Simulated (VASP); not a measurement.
Input of a VASP 6.6.1 run:

Contents of INCAR:

```
SYSTEM = W
PREC = Accurate
ENCUT = 520
EDIFF = 1E-7
ISMEAR = 0
SIGMA = 0.1
LREAL = .False.
LASPH = .True.
NELM = 80
ALGO = Normal
ISIF = 2
LWAVE = .False.
LCHARG = .False.
GGA = PE
```

Contents of KPOINTS:

```
Automatic mesh
0
Gamma
  6 6 6
  0 0 0
```

Contents of POSCAR:

```
W                                       
1.0
   -1.5570754767      1.5570754767      1.5570754767
    1.5570754767     -1.5570754767      1.5570754767
    1.5570754767      1.5570754767     -1.5570754767
  W             
     1
Direct
     0.0000000000000000    0.0000000000000000    0.0000000000000000
```

Potentials or basis: VASP PAW PBE potentials, release 64 (W_sv).

Run with:

```console
$ cat potpaw_PBE.64/W_sv/POTCAR > POTCAR
$ mpirun -np 1 vasp_std > vasp.out
```

Task: What does it give for the band gap on the k mesh?

Result: None (metal or under the smearing width).

Task: Estimate the pressure.

Result: 21.8 GPa.

Caveat: the k mesh is coarse (spacing up to 0.48 Å⁻¹), so the values aren't converged; so large a pressure means that the cell lies far from this level's equilibrium, or that cutoff or potentials fall short. Spin-orbit coupling is left out, which matters for the levels of W.
